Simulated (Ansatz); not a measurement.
Runs of Ansatz 0.2.0 on Rh. It takes space group Fm-3m (No. 225, cubic). Conventional cell: a = 3.796 Å, b = 3.796 Å, c = 3.796 Å, α = 90.00°, β = 90.00°, γ = 90.00°. Rh (site symmetry m-3m) has 12 Rh at 2.68 Å as nearest neighbours. 

```csv
level,cutoff (eV),gap on the mesh (eV),pressure (GPa)
LDA,420,none,-11.1
BLYP,420,none,20.6
PBE0,420,none,-5.0
r2SCAN,500,none,(a)
revPBE,420,none,9.6
PBEsol,420,none,-5.0
r2SCAN0,500,none,-8.9
HSE06,420,none,(b)
RPBE,420,none,10.9
```

Alike in all rows: task projected density of states; potentials or basis Ansatz PAW; no spin polarisation; cell as given; k mesh 7 × 7 × 7; smearing fermi-dirac 0.05 eV; the mesh is coarse, so values aren't converged.

Question: Fill in the values left out.

Answer: (a) 0.0; (b) -5.1.

Caveats: all runs use coarse meshes; the PAW data sets come from PBE, with cores solved anew for the run's functional, which leaves a small shift of forces and pressure; the thresholds are loose for stress (some runs).

A k mesh can miss the band edges, and the runs leave out spin-orbit coupling on Rh.

A gap of «none» marks a metal or a gap under the smearing width.

Runs at the PBE level aren't shown here.
